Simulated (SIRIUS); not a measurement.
# PtS2 (P-3m1) in SIRIUS: equation of state

Aim: energy against volume of PtS2 in PBEsol, for its equilibrium volume and stiffness.

Program: SIRIUS 7.12.0. These are calculated values, not measurements. Logs are shortened: lines on timing, memory, paths and dates and some standing lists are left out, and cuts for length are marked. The log counts tension as positive stress, the text compression.

### 1 The crystal as given

It takes space group P-3m1 (No. 164, trigonal). Conventional cell: a = 3.543 Å, b = 3.543 Å, c = 5.039 Å, α = 90.00°, β = 90.00°, γ = 120.00°. Pt (site symmetry -3m) is surrounded by 6 S at 2.34 Å. S (site symmetry 3m) has 3 Pt at 2.34 Å as nearest neighbours.

### 2 Equation of state, PBEsol, 17.17 Å³/atom (volume scaled by 0.94)

sirius.json reads:

```json
{
  "control": {
    "processing_unit": "cpu",
    "std_evp_solver_name": "lapack",
    "gen_evp_solver_name": "lapack",
    "verbosity": 2,
    "print_forces": false,
    "ortho_rf": true,
    "use_second_variation": true,
    "rmt_max": 3.0,
    "num_bands_to_print": 24,
    "save_wf": true
  },
  "parameters": {
    "electronic_structure_method": "full_potential_lapwlo",
    "xc_functionals": ["XC_GGA_X_PBE_SOL", "XC_GGA_C_PBE_SOL"],
    "core_relativity": "dirac",
    "valence_relativity": "iora",
    "num_fv_states": 40,
    "smearing": "fermi_dirac",
    "smearing_width": 0.0018374661,
    "pw_cutoff": 21,
    "gk_cutoff": 4.04,
    "lmax_apw": 11,
    "lmax_rho": 8,
    "lmax_pot": 8,
    "num_mag_dims": 0,
    "auto_rmt": 0,
    "ngridk": [9, 9, 5],
    "shiftk": [0, 0, 0],
    "num_dft_iter": 80,
    "energy_tol": 1e-07,
    "density_tol": 1e-05,
    "use_symmetry": true
  },
  "settings": {"tol_ne": 1e-10},
  "iterative_solver": {"type": "exact"},
  "mixer": {"type": "anderson", "beta": 0.5, "max_history": 8},
  "unit_cell": {
    "lattice_vectors": [[6.5589927701, 0.0, 0.0], [-3.279496385, 5.6802543622, 0.0], [0.0, 0.0, 9.3275719039]],
    "atom_types": ["Pt", "S"],
    "atom_files": {"Pt": "Pt.json", "S": "S.json"},
    "atoms": {"Pt": [[0.0, 0.0, 0.0]], "S": [[0.6666666667, 0.3333333333, 0.773], [0.3333333333, 0.6666666667, 0.227]]}
  }
}
```

Pt.json reads:

```json
{
  "name": "platinum",
  "symbol": "Pt",
  "number": 78,
  "mass": 195.084,
  "rmin": 1e-06,
  "rmt": 2.28,
  "nrmt": 800,
  "rinf": 13.69,
  "core": "1s2s2p3s3p3d4s4p4d",
  "valence": [
    {"basis": [{"enu": 0.09, "dme": 0, "n": 0, "auto": 0}, {"enu": 0.09, "dme": 1, "n": 0, "auto": 0}]},
    {"l": 0, "n": 1, "basis": [{"enu": 0.19, "dme": 0, "n": 0, "auto": 0}]},
    {"l": 1, "n": 2, "basis": [{"enu": 0.19, "dme": 0, "n": 0, "auto": 0}]},
    {"l": 2, "n": 3, "basis": [{"enu": 0.19, "dme": 0, "n": 0, "auto": 0}]},
    {"l": 3, "n": 4, "basis": [{"enu": 0.19, "dme": 0, "n": 0, "auto": 0}]},
    {"l": 4, "n": 5, "basis": [{"enu": 0.19, "dme": 0, "n": 0, "auto": 0}]}
  ],
  "lo": [
    {"l": 0, "basis": [{"enu": 0.19, "dme": 0, "n": 0, "auto": 0}, {"enu": 0.19, "dme": 1, "n": 0, "auto": 0}]},
    {
      "l": 0,
      "basis": [{"enu": -3.3287, "dme": 0, "n": 5, "auto": 1}, {"enu": -3.3287, "dme": 1, "n": 5, "auto": 1}]
    },
    {
      "l": 0,
      "basis": [{"enu": -3.3287, "dme": 1, "n": 5, "auto": 1}, {"enu": 0.19, "dme": 0, "n": 0, "auto": 0}]
    },
    {"l": 0, "basis": [{"enu": 0.19, "dme": 0, "n": 0, "auto": 0}, {"enu": 3.2679, "dme": 0, "n": 0, "auto": 0}]},
    {"l": 1, "basis": [{"enu": 0.19, "dme": 0, "n": 0, "auto": 0}, {"enu": 0.19, "dme": 1, "n": 0, "auto": 0}]},
    {
      "l": 1,
      "basis": [{"enu": -1.6542, "dme": 0, "n": 5, "auto": 1}, {"enu": -1.6542, "dme": 1, "n": 5, "auto": 1}]
    },
    {
      "l": 1,
      "basis": [{"enu": -1.6542, "dme": 1, "n": 5, "auto": 1}, {"enu": 0.19, "dme": 0, "n": 0, "auto": 0}]
    },
    {"l": 1, "basis": [{"enu": 0.19, "dme": 0, "n": 0, "auto": 0}, {"enu": 3.7296, "dme": 0, "n": 0, "auto": 0}]},
    {"l": 2, "basis": [{"enu": 0.19, "dme": 0, "n": 0, "auto": 0}, {"enu": 0.19, "dme": 1, "n": 0, "auto": 0}]},
    {"l": 2, "basis": [{"enu": 0.19, "dme": 1, "n": 0, "auto": 0}, {"enu": 0.19, "dme": 2, "n": 0, "auto": 0}]},
    {"l": 2, "basis": [{"enu": 0.19, "dme": 0, "n": 0, "auto": 0}, {"enu": 3.1909, "dme": 0, "n": 0, "auto": 0}]},
    {"l": 3, "basis": [{"enu": 0.19, "dme": 0, "n": 0, "auto": 0}, {"enu": 0.19, "dme": 1, "n": 0, "auto": 0}]},
    {
      "l": 3,
      "basis": [{"enu": -2.1956, "dme": 0, "n": 4, "auto": 1}, {"enu": -2.1956, "dme": 1, "n": 4, "auto": 1}]
    },
    {
      "l": 3,
      "basis": [{"enu": -2.1956, "dme": 1, "n": 4, "auto": 1}, {"enu": 0.19, "dme": 0, "n": 0, "auto": 0}]
    },
    {"l": 3, "basis": [{"enu": 0.19, "dme": 0, "n": 0, "auto": 0}, {"enu": 4.6529, "dme": 0, "n": 0, "auto": 0}]},
    {"l": 4, "basis": [{"enu": 0.19, "dme": 0, "n": 0, "auto": 0}, {"enu": 0.19, "dme": 1, "n": 0, "auto": 0}]},
    {"l": 4, "basis": [{"enu": 0.19, "dme": 0, "n": 0, "auto": 0}, {"enu": 3.8834, "dme": 0, "n": 0, "auto": 0}]}
  ],
  "free_atom": [... radial grid and density of the free atom, the start of the SCF ...]
}
```

S.json reads:

```json
{
  "name": "sulphur",
  "symbol": "S",
  "number": 16,
  "mass": 32.065,
  "rmin": 1e-06,
  "rmt": 1.98,
  "nrmt": 800,
  "rinf": 13.52,
  "core": "1s",
  "valence": [
    {"basis": [{"enu": 0.09, "dme": 0, "n": 0, "auto": 0}, {"enu": 0.09, "dme": 1, "n": 0, "auto": 0}]},
    {"l": 0, "n": 1, "basis": [{"enu": 0.0534, "dme": 0, "n": 0, "auto": 0}]},
    {"l": 1, "n": 2, "basis": [{"enu": 0.19, "dme": 0, "n": 0, "auto": 0}]},
    {"l": 2, "n": 3, "basis": [{"enu": 0.19, "dme": 0, "n": 0, "auto": 0}]},
    {"l": 3, "n": 4, "basis": [{"enu": 0.19, "dme": 0, "n": 0, "auto": 0}]}
  ],
  "lo": [
    {
      "l": 0,
      "basis": [{"enu": 0.0534, "dme": 0, "n": 0, "auto": 0}, {"enu": 0.0534, "dme": 1, "n": 0, "auto": 0}]
    },
    {
      "l": 0,
      "basis": [{"enu": 0.0534, "dme": 1, "n": 0, "auto": 0}, {"enu": 0.0534, "dme": 2, "n": 0, "auto": 0}]
    },
    {
      "l": 0,
      "basis": [{"enu": -7.2863, "dme": 0, "n": 2, "auto": 1}, {"enu": -7.2863, "dme": 1, "n": 2, "auto": 1}]
    },
    {
      "l": 0,
      "basis": [{"enu": 0.0534, "dme": 0, "n": 0, "auto": 0}, {"enu": 3.1143, "dme": 0, "n": 0, "auto": 0}]
    },
    {"l": 1, "basis": [{"enu": 0.19, "dme": 0, "n": 0, "auto": 0}, {"enu": 0.19, "dme": 1, "n": 0, "auto": 0}]},
    {
      "l": 1,
      "basis": [{"enu": -5.2982, "dme": 0, "n": 2, "auto": 1}, {"enu": -5.2982, "dme": 1, "n": 2, "auto": 1}]
    },
    {
      "l": 1,
      "basis": [{"enu": -5.2982, "dme": 1, "n": 2, "auto": 1}, {"enu": 0.19, "dme": 0, "n": 0, "auto": 0}]
    },
    {"l": 1, "basis": [{"enu": 0.19, "dme": 0, "n": 0, "auto": 0}, {"enu": 4.8834, "dme": 0, "n": 0, "auto": 0}]},
    {"l": 2, "basis": [{"enu": 0.19, "dme": 0, "n": 0, "auto": 0}, {"enu": 0.19, "dme": 1, "n": 0, "auto": 0}]},
    {"l": 2, "basis": [{"enu": 0.19, "dme": 1, "n": 0, "auto": 0}, {"enu": 0.19, "dme": 2, "n": 0, "auto": 0}]},
    {"l": 2, "basis": [{"enu": 0.19, "dme": 0, "n": 0, "auto": 0}, {"enu": 4.1692, "dme": 0, "n": 0, "auto": 0}]},
    {"l": 3, "basis": [{"enu": 0.19, "dme": 0, "n": 0, "auto": 0}, {"enu": 0.19, "dme": 1, "n": 0, "auto": 0}]}
  ],
  "free_atom": [... radial grid and density of the free atom, the start of the SCF ...]
}
```

sirius_start.json reads:

```json
{
  "control": {
    "processing_unit": "cpu",
    "std_evp_solver_name": "lapack",
    "gen_evp_solver_name": "lapack",
    "verbosity": 1,
    "print_forces": false,
    "ortho_rf": true,
    "use_second_variation": true,
    "rmt_max": 3.0,
    "num_bands_to_print": 24,
    "save_wf": false
  },
  "parameters": {
    "electronic_structure_method": "full_potential_lapwlo",
    "xc_functionals": ["XC_LDA_X", "XC_LDA_C_PW"],
    "core_relativity": "dirac",
    "valence_relativity": "iora",
    "num_fv_states": 40,
    "smearing": "fermi_dirac",
    "smearing_width": 0.0055123983,
    "pw_cutoff": 21,
    "gk_cutoff": 3.23,
    "lmax_apw": 11,
    "lmax_rho": 8,
    "lmax_pot": 8,
    "num_mag_dims": 0,
    "auto_rmt": 0,
    "ngridk": [4, 4, 2],
    "shiftk": [0, 0, 0],
    "num_dft_iter": 30,
    "energy_tol": 0.01,
    "density_tol": 0.05,
    "use_symmetry": true
  },
  "settings": {"tol_ne": 1e-10},
  "iterative_solver": {"type": "exact"},
  "mixer": {"type": "anderson", "beta": 0.5, "max_history": 8},
  "unit_cell": {
    "lattice_vectors": [[6.5589927701, 0.0, 0.0], [-3.279496385, 5.6802543622, 0.0], [0.0, 0.0, 9.3275719039]],
    "atom_types": ["Pt", "S"],
    "atom_files": {"Pt": "Pt.json", "S": "S.json"},
    "atoms": {"Pt": [[0.0, 0.0, 0.0]], "S": [[0.6666666667, 0.3333333333, 0.773], [0.3333333333, 0.6666666667, 0.227]]}
  }
}
```

Potentials or basis: all-electron FP-LAPW, apw+lo standard.

Run with:

```console
$ OMP_NUM_THREADS=1 sirius.scf --input=sirius_start.json --output=start.json
$ OMP_NUM_THREADS=1 sirius.scf --input=sirius.json --output=output.json --task=1
```

Log:

```text
[info] SIRIUS version : 7.12.0
[info] number of MPI ranks           : 1
[info] MPI grid                      : 1 1
[info] maximum number of OMP threads : 1
[fft] FFT context for density and potential
[fft] =====================================
[fft]   plane wave cutoff                     : 21
[fft]   grid size                             : 48 48 72   total : 165888
[fft]   grid limits                           : -23 24   -23 24   -35 36
[fft]   number of G-vectors within the cutoff : 54075
[fft]   number of G-shells                    : 2692
[fft] FFT context for coarse grid
[fft] =====================================
[fft]   plane wave cutoff                     : 8.08
[fft]   grid size                             : 20 20 27   total : 10800
[fft]   grid limits                           : -9 10   -9 10   -13 13
[fft]   number of G-vectors within the cutoff : 3113
[fft]   number of G-shells                    : 200
[unit cell] lattice vectors
[unit cell]   a1 :       6.5589927701      0.0000000000      0.0000000000
[unit cell]   a2 :      -3.2794963850      5.6802543622      0.0000000000
[unit cell]   a3 :       0.0000000000      0.0000000000      9.3275719039
[unit cell] reciprocal lattice vectors
[unit cell]   b1 :       0.9579497230      0.5530725304     -0.0000000000
[unit cell]   b2 :       0.0000000000      1.1061450609      0.0000000000
[unit cell]   b3 :       0.0000000000     -0.0000000000      0.6736142452
[unit cell] unit cell volume :       347.51498929 [a.u.^3]
[unit cell] 1/sqrt(omega)    :         0.05364302
[unit cell] MT volume        :       114.67707911 (33.00%)
[unit cell] IT volume        :       232.83791018 (67.00%)
[... 413 lines left out ...]
[diagonalize] ...
[diagonalize] ik:   45   -7.267559   -7.267558   -5.249473   -5.249473   -5.249473   -5.249472   -5.247116   -5.247115   -3.375971   -2.220527   -2.219696   -2.219694   -2.218399   -2.216628   -2.216624   -2.213717   -1.692884   -1.692390   -1.685857   -0.249293   -0.200734    0.016117    0.033499    0.068608
[diagonalize] ik:   46   -7.267558   -7.267558   -5.249473   -5.249473   -5.249472   -5.249472   -5.247115   -5.247115   -3.375965   -2.220524   -2.219695   -2.219693   -2.218402   -2.216627   -2.216624   -2.213715   -1.693078   -1.692578   -1.685816   -0.226733   -0.205285    0.024787    0.025213    0.069819
[diagonalize] ik:   47   -7.267558   -7.267558   -5.249473   -5.249473   -5.249473   -5.249472   -5.247115   -5.247115   -3.375961   -2.220524   -2.219695   -2.219693   -2.218403   -2.216628   -2.216625   -2.213715   -1.693173   -1.692737   -1.685790   -0.211312   -0.205615    0.010206    0.034532    0.067179
[diagonalize] ik:   48   -7.267558   -7.267558   -5.249473   -5.249473   -5.249473   -5.249472   -5.247115   -5.247115   -3.375961   -2.220524   -2.219695   -2.219694   -2.218403   -2.216628   -2.216625   -2.213715   -1.693173   -1.692737   -1.685790   -0.213605   -0.203030    0.009702    0.032968    0.066848
[diagonalize] ik:   49   -7.267558   -7.267558   -5.249474   -5.249473   -5.249473   -5.249473   -5.247115   -5.247115   -3.375959   -2.220527   -2.219695   -2.219695   -2.218405   -2.216628   -2.216628   -2.213717   -1.693001   -1.693001   -1.685781   -0.205700   -0.205700    0.031705    0.031705    0.035581
[generate_core_charge_density] atom class : 0
[generate_core_charge_density]   n,l,k : 1 0 1  energy :       -2876.71767401
[generate_core_charge_density]   n,l,k : 2 0 1  energy :        -504.71256791
[generate_core_charge_density]   n,l,k : 2 1 1  energy :        -483.70411271
[generate_core_charge_density]   n,l,k : 2 1 2  energy :        -420.18743825
[generate_core_charge_density]   n,l,k : 3 0 1  energy :        -118.27288189
[generate_core_charge_density]   n,l,k : 3 1 1  energy :        -108.85214744
[generate_core_charge_density]   n,l,k : 3 1 2  energy :         -94.88981351
[generate_core_charge_density]   n,l,k : 3 2 2  energy :         -79.21585416
[generate_core_charge_density]   n,l,k : 3 2 3  energy :         -76.20582949
[generate_core_charge_density]   n,l,k : 4 0 1  energy :         -25.12612496
[generate_core_charge_density]   n,l,k : 4 1 1  energy :         -21.13213092
[... 29 lines left out ...]
[find] valence_eval_sum               :    -138.01040705
[find] core_eval_sum                  :  -11642.14200756
[find] kinetic energy                 :   21900.25106880
[find] enuc                           :  -24161.20487909
[find] <rho|V^{XC}>                   :    -529.24513612
[find] <rho|E^{XC}>                   :    -402.20870756
[find] <mag|B^{XC}>                   :       0.00000000
[find] <rho|V^{H}>                    :  -33151.15834731
[find] smearing (-TS)                 :      -0.00000015
[find] SCF correction                 :       0.00007677
[find] Total energy                   :  -19238.74161473 (Ha),  -38477.48322946 (Ry)
[find] Free energy (E-TS)             :  -19238.74161488 (Ha),  -38477.48322975 (Ry)
[find] band gap (eV)                  :       1.01123978
[find] Efermi                         :       0.32151121
[find] iteration : 7, RMS (target) : 2.9501e-06 (1.0000e-05) , energy difference (target) : -2.1806e-08 (1.0000e-07)
[find] converged after 8 SCF iterations!
[find] Charges and magnetic moments
[find] --------------------------------------------------------------------------------
[find] atom      charge    core leakage
[find] --------------------------------------------------------------------------------
[find]    0   75.901607    5.787203e-07
[find]    1   13.889844    0.000000e+00
[find]    2   13.889844    0.000000e+00
[find] total core leakage    : 5.78720256e-07
[find] interstitial charge   : 6.318701
[find] total charge          : 109.999996
[find] Energy
[find] --------------------------------------------------------------------------------
[find] valence_eval_sum               :    -138.01040705
[find] core_eval_sum                  :  -11642.14200756
[find] kinetic energy                 :   21900.25106880
[find] enuc                           :  -24161.20487909
[find] <rho|V^{XC}>                   :    -529.24513612
[find] <rho|E^{XC}>                   :    -402.20870756
[find] <mag|B^{XC}>                   :       0.00000000
[find] <rho|V^{H}>                    :  -33151.15834731
[find] smearing (-TS)                 :      -0.00000015
[find] SCF correction                 :       0.00007677
[find] Total energy                   :  -19238.74161473 (Ha),  -38477.48322946 (Ry)
[find] Free energy (E-TS)             :  -19238.74161488 (Ha),  -38477.48322975 (Ry)
[find] band gap (eV)                  :       1.01123978
[find] Efermi                         :       0.32151121
```

Wall time 2.9 min (1 thread of Arm Neoverse V2, shared host); peak memory 0.78 GiB.

What came out:

```yaml
Free_energy: -523512.8290 eV
Band_gap_on_the_k_mesh: 1.01 eV, indirect (least direct gap 1.06 eV)
All_electrons_inside_the_program's_atomic_spheres: Pt 75.90; S 13.89 (radii Pt 2.28, S 1.98 bohr)
```

Caveat: spin-orbit coupling is left out, which moves the levels of the heavy elements; an odd mesh through Γ misses points on the zone boundary, where band edges often lie.

(Part 1 of 4 ends here.)
